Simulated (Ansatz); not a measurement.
The cell is the one relaxed in the Materials Project (mp-132), not relaxed further here; entries there can be hypothetical.

An input for Ca: DFT, PBEsol, all-electron LAPW, scalar-relativistic (Ansatz 0.2.0).

Command: `ansatz run input.yaml --threads 1 --pin off --max-ram 2048MiB --backend cpu --events-out ev --progress --plain --runs-dir out` The run took about 12 s on 1 thread of a shared machine.

```yaml
crystal:
  lattice:
    - [1.971275995, -3.39549018, 0.0]
    - [1.971275995, 3.39549018, 0.0]
    - [0.0, 0.0, 6.50911174]
  atoms:
    - { symbol: Ca, position: [0.8355866, 0.1644134, 0.25] }
    - { symbol: Ca, position: [0.1644134, 0.8355866, 0.75] }
kpoints:
  mp_grid: { grid: [11, 11, 6] }
  band_path:
    path:
      - [0.0, 0.0, 0.0]
      - [-0.5, 0.5, 0.0]
      - [-0.334261642, 0.665738358, 0.0]
      - [0.334261642, 0.334261642, 0.0]
      - [0.0, 0.0, 0.0]
      - [0.0, 0.0, 0.5]
      - [0.334261642, 0.334261642, 0.5]
      - [-0.334261642, 0.665738358, 0.5]
      - [-0.5, 0.5, 0.5]
    npoints: 8
scf:
  occupations: { method: fermi_dirac, width: 0.05 }
hamiltonian:
  xc: pbesol
  pseudopotentials: { kind: all_electron, lapw: { basis_error: 0.0005 } }
output:
  forces: true
  stress: true
  eigenvalues: true
  populations: true
  dos: { projected: true, de: 0.2, e_range: [-14, 8] }
```

Set-up and iterations as logged by Ansatz (the results part is left out, to be predicted):

```
Ca: projections on atomic orbitals take those of the free atom 1s2 2s2 2p6 3s2 3p6 4s2, of charge +0.00 (hamiltonian.pseudopotentials.projection_atoms)
LAPW: plane waves up to 4.831 Å⁻¹, error target 5.0e-4 eV per atom; small_component_spin mean_spin; Ca in spheres of 1.963 Å, 10 of its electrons in bands, Dirac shells []
Engine: ansatz 0.2.0
Pseudopotentials: kind: all_electron
Pseudopotential: Ca, LAPW, valence charge 10, Koelling and Harmon's equation, gaussian nucleus
Functional definition: PBEsol
  exchange = pbesol_x
  correlation = pbesol_c
Crystal: 2 atoms, lattice volume = 87.137 Å³
Basis set: ecut = 88.92653501808712 eV, 149 PW (Γ), exchange–correlation at level 2
Bands: 14, of which v1, the nominal top of the filled ones, is band 10 counted from 1 (9 counted from 0)
Symmetry: 8 space group operations
Space group: Cmcm (ITA 63), of the structure as read, at distance tolerance 4.4e-5 Å
k-points: 144 of 726
Non-local potential: Ca, projectors of the file, none
Initial density: superposition of atomic densities (chi_scale 0.1, normalization cell)
Initial wavefunctions: plane waves of lowest kinetic energy (no species holds an atomic orbital)
Functional: x = pbesol(κ = 0.804, μ = 0.12345679012345678), c = pbesol(β = 0.046)
iter 1 solved again at ethr=6.97e-5 eV; its pass at ethr=1.00e-1 eV (dr2=1.39e-2 eV) is discarded
SCF iter   1: F=—  HF=-36982.686452 eV  |F-HF|=—  |Δ(HF+E_count)|=         —  Δρ=2.88e-3  dr2=1.35e-2  ethr=6.97e-5  ⟨swp⟩=3.6  Hψ=15557  notcnv=0
SCF iter   2: F=—  HF=-36982.688289 eV  |F-HF|=—  |Δ(HF+E_count)|=   1.84e-3  Δρ=2.27e-3  dr2=8.73e-3  ethr=6.77e-5  ⟨swp⟩=2.0  Hψ=6855  notcnv=0
SCF iter   3: F=—  HF=-36982.691737 eV  |F-HF|=—  |Δ(HF+E_count)|=   3.45e-3  Δρ=1.21e-3  dr2=2.75e-3  ethr=4.36e-5  ⟨swp⟩=2.0  Hψ=6780  notcnv=0
iter 4 solved again at ethr=1.30e-6 eV; its pass at ethr=1.38e-5 eV (dr2=2.59e-4 eV) is discarded
SCF iter   4: F=—  HF=-36982.691979 eV  |F-HF|=—  |Δ(HF+E_count)|=   2.42e-4  Δρ=3.53e-4  dr2=2.58e-4  ethr=1.30e-6  ⟨swp⟩=2.0  Hψ=10972  notcnv=0
SCF iter   5: F=—  HF=-36982.691987 eV  |F-HF|=—  |Δ(HF+E_count)|=   7.23e-6  Δρ=7.04e-5  dr2=7.81e-6  ethr=1.29e-6  ⟨swp⟩=2.0  Hψ=6782  notcnv=0
SCF iter   6: F=—  HF=-36982.691986 eV  |F-HF|=—  |Δ(HF+E_count)|=   2.78e-7  Δρ=2.71e-5  dr2=1.03e-6  ethr=3.91e-8  ⟨swp⟩=2.0  Hψ=6792  notcnv=0
SCF iter   7: F=-36982.691986 eV  HF=-36982.691986 eV  |F-HF|=2.28e-9  |Δ(HF+E_count)|=   3.49e-9  Δρ=3.50e-6  dr2=1.44e-8  ethr=5.16e-9  ⟨swp⟩=2.0  Hψ=6782  notcnv=0
```

Task: What pressure will this run report?

Result: -1.08 GPa (positive in compression).

Task: How large will the largest force be?

Result: 0.016 eV/Å.

Task: Is there a band gap?

Result: None at this level of theory (metallic, semimetallic, or a small gap that the functional closes).
